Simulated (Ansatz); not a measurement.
## Al: do energies and stresses tell the same story?

Level of theory: Ansatz 0.2.0, DFT PBEsol, scalar-relativistic, plane waves, PAW.

Settings: cutoff 420 eV, Γ-centred mesh 18×18×10 on the computed 2-atom cell, Gaussian smearing of 0.10 eV; no spin polarisation.

Relaxed cell: P6_3/mmc, a = 2.850 Å, b = 2.850 Å, c = 4.637 Å, α = 90.00°, β = 90.00°, γ = 120.00°, 2 atoms in the primitive cell. This form isn't the element's structure at ambient conditions.

Energies at zero smearing and pressures from the stress tensor, at volumes with shape and atoms relaxed:
| V (Å³/atom) | E − E(first) (meV/atom) | P (GPa) |
| --- | --- | --- |
| 15.332 | 0.00 | 5.59 |
| 15.822 | -12.30 | 2.57 |
| 16.311 | -16.08 | 0.01 |
| 16.800 | -12.68 | -2.16 |
| 17.290 | -3.20 | -4.01 |

Problem. Check P = −dE/dV between neighbouring volumes, and get the bulk modulus from the pressures alone.

Solution. With 1 eV/Å³ = 160.2 GPa:
```
middle V (Å³/atom)  −ΔE/ΔV (GPa) mean P (GPa)
            15.577         4.028         4.079
            16.066         1.239         1.291
            16.556        -1.115        -1.075
            17.045        -3.105        -3.084
```

The two differ by 0.05 GPa at most. The mean of two end pressures misses the average over a step by about ΔV² P″/12, up to 0.04 GPa here; with that taken off 0.02 GPa remains. Around V = 16.311 Å³/atom, the two neighbours give B = −V ΔP/ΔV = 16.311 × 4.73 / 0.979 = 78.9 GPa, against B0 = 78.3 GPa from the Birch–Murnaghan fit of the energies.

Energies and stresses tell the same story: both place equilibrium near 16.311 Å³/atom, and the pressure falls by less with each successive expansion, so the metal softens as it is stretched. In a nearly free-electron sp metal such as Al, compression raises the kinetic energy of the electron gas faster than the electrostatic and exchange-correlation attraction can compensate, which makes the resistance grow at small volume. The same curvature probably accounts for much of the gap between 78.9 and 78.3 GPa, since a symmetric difference over a finite interval slightly overestimates the slope of such a curve.

The small remaining pressure mismatch may reflect the incomplete plane-wave basis, or the fact that the stress follows the smeared free energy rather than the energy extrapolated to zero smearing. Either way it is too small to affect the picture of the compressibility. The agreement establishes internal consistency, not the accuracy of the functional, whose errors enter energy and stress alike.
